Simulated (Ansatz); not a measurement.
BeO:
```yaml
crystal:
  lattice:
    - [2.68569, 0.00000, 0.00000]
    - [-1.34285, 2.32588, 0.00000]
    - [0.00000, 0.00000, 4.35942]
  atoms:
    - { symbol: Be, position: [0.66667, 0.33333, 0.00007] }
    - { symbol: Be, position: [0.33333, 0.66667, 0.50007] }
    - { symbol: O, position: [0.66667, 0.33333, 0.37793] }
    - { symbol: O, position: [0.33333, 0.66667, 0.87793] }
```

Relaxed with HSE06.

Question: Give the Bader charges and basin volumes of the independent atoms, HSE06 (plane waves, PAW; program Ansatz).

Answer: 

```tsv
atom	Bader charge (e)	Bader volume (Å³)
Be1	+1.75	1.4
O3	-1.75	12.3
```

Space group P6_3mc (wurtzite). The cell was relaxed with HSE06 under the symmetry of its start.

Potentials: the later of the program's two PAW sets.
